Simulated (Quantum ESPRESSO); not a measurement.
## SiO2: equation of state with PBE

The system is SiO2.

```
Si O
1.0
    -2.83790    2.83790    5.66021
     2.83790   -2.83790    5.66021
     2.83790    2.83790   -5.66021
Si O
4 8
Direct
  0.87500 0.26362 0.88862
  0.01362 0.62500 0.88862
  0.73638 0.12500 0.11138
  0.37500 0.98638 0.11138
  0.63373 0.13373 0.50000
  0.46788 0.96788 0.93575
  0.03212 0.53212 0.06425
  0.11627 0.11627 0.00000
  0.88373 0.88373 0.00000
  0.86627 0.36627 0.50000
  0.28212 0.71788 0.00000
  0.71788 0.28212 0.00000
```

The cell comes from a database or a generator and needn't be the stable form of this composition.

```
Program             : Quantum ESPRESSO 7.5
Task                : equation of state
Functional          : PBE
Potentials or basis : SSSP 1.3 efficiency PBE
Cutoff              : 748 eV
Density cutoff      : 5987 eV
k mesh              : 7 × 7 × 7
Occupations         : fermi-dirac, width 0.05 eV
Spin                : no spin polarisation
Mixing beta         : 0.5
Most SCF iterations : 120
SCF threshold       : 2.4e-09 Ry
```

```yaml
Equilibrium_volume: 15.24 Å³/atom
Bulk_modulus_at_fixed_shape_and_positions: 156 GPa
Pressure_derivative_of_the_bulk_modulus: 4.2
```

Energy against volume, from the lowest point:
| volume (Å³/atom) | energy (meV/atom) |
| --- | --- |
| 14.283 | 32.22 |
| 14.587 | 14.38 |
| 14.891 | 3.88 |
| 15.195 | 0.00 |
| 15.499 | 2.11 |
| 15.803 | 9.60 |
| 16.107 | 21.96 |

All runs of the series together: 27 min on 2 threads of Arm Neoverse V1 (shared host).

Caveat: the cell was scaled at fixed shape and fractional positions, which overstates the stiffness of a crystal with free parameters, most of all of layers and chains.
